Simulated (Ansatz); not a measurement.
Runs of Ansatz 0.2.0 on C. Symmetry: Fd-3m, No. 227, cubic system. The conventional cell has a = 3.567 Å, b = 3.567 Å, c = 3.567 Å, α = 90.00°, β = 90.00°, γ = 90.00°. C (site symmetry -43m) is surrounded by 4 C at 1.54 Å. This isn't the form of C at room conditions, which is graphite.

```tsv
task	level	potentials or basis	spin	cell	k mesh	cutoff (eV)	smearing	points for each segment of the path	other keys	mesh quality	gap on the mesh (eV)	pressure (GPa)	moment (μB)	largest force (eV/Å)
atomic charges	PBE+D4	SSSP efficiency PAW	off	as given	13 × 13 × 13	612	fixed	-	-	not flagged	(a)	(b)	-	-
band structure	PBEsol0	PseudoDojo stringent (PBEsol files)	off	as given	7 × 7 × 7	1116	fixed	4	-	coarse	6.04	-6.9	-	-
single point	PBE	Ansatz PAW	off	atoms moved at random, drawn with an rms of 0.05 Å	13 × 13 × 13	420	fermi-dirac 0.05 eV	-	-	not flagged	3.24	2.6	-	1.66
ladder of functionals	LDA	SSSP efficiency PAW	collinear, random start	as given	13 × 13 × 13	612	tetrahedron	-	scf.mixing.preconditioner = resta; scf.mixing.algorithm = broyden; …	not flagged	4.12	(c)	0.00	-
single point	B3LYP	Ansatz PAW	off	cell strained at random at fixed volume	7 × 7 × 7	420	fermi-dirac 0.05 eV	-	scf.mixing.algorithm = msr1; scf.mixing.beta = 0.5	coarse	5.32	1.1	-	0.14
density of states	BLYP+D3(BJ)	SSSP precision PAW	collinear, antiferromagnetic start	as given	13 × 13 × 13	612	cold 0.15 eV	-	-	not flagged	4.47	1.4	0.00	-
single point	PBE	Ansatz PAW	off	as given	13 × 13 × 13	420	fermi-dirac 0.05 eV	-	-	not flagged	4.15	1.8	-	-
```

Task: Estimate the missing entries.

Result: (a) 4.16; (b) -3.0; (c) -12.4.

Caveats: some runs use coarse meshes; odd divisions of the mesh miss points on the zone boundary, where band edges often lie, so the gap on the mesh can be too wide (some runs); the thresholds are loose for stress (some runs); the starting moments weren't kept (some runs); the k mesh misses the band edges, so the gap on the mesh is wider than the one along the path (some runs); the potentials were made for another functional, which shifts forces and pressure (some runs); with tetrahedron occupations forces and stress needn't match the slope of the energy (some runs); the PAW data sets come from PBE, with cores solved anew for the run's functional, which leaves a small shift of forces and pressure (some runs).
